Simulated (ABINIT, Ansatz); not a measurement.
La2O3 and the functional, program beside program

```
La O
1.0
     3.93078    0.00000    0.00000
    -1.96539    3.40415    0.00000
     0.00000    0.00000    6.11195
La O
2 3
Direct
  0.33333 0.66667 0.24624
  0.66667 0.33333 0.75376
  0.00000 0.00000 0.00000
  0.33333 0.66667 0.64589
  0.66667 0.33333 0.35411
```

The cell is a database's computed one, not the measured one.

Kept alike: task band structure; k mesh 8 × 8 × 5; occupations fermi-dirac, width 0.05 eV; no spin polarisation. The mesh is that of the run's cell of 5 atoms. No spin-orbit coupling.

- A: ABINIT; JTH PAW LDA v2.0 (LDA); JTH PAW PBE v2.0 (PBE, PBEsol), cutoff 626 eV
- B: Ansatz, Ansatz PAW, made for PBE, cutoff 420 eV

| functional | A: pressure (GPa) | B: pressure (GPa) |
| --- | --- | --- |
| LDA | -5.47 | -6.33 |
| PBE | 2.74 | 1.89 |
| PBEsol | -2.11 | -3.01 |

Pressure is positive in compression; plane-wave values hold the error of the finite cutoff, which Ansatz corrects. Values on potentials made for another functional: some of A; some of B.

Task: How large is the effect of the functional, and do the programs agree on it?

Result: From LDA to PBE the pressure moves by +8.21 in A, +8.22 in B (GPa). Row by row the programs differ by 0.85 to 0.90, and over this span the shifts, as printed, agree within 1 %. Shifts from LDA: PBE +8.21, +8.22; PBEsol +3.36, +3.32; the programs' shifts differ by up to 0.04.
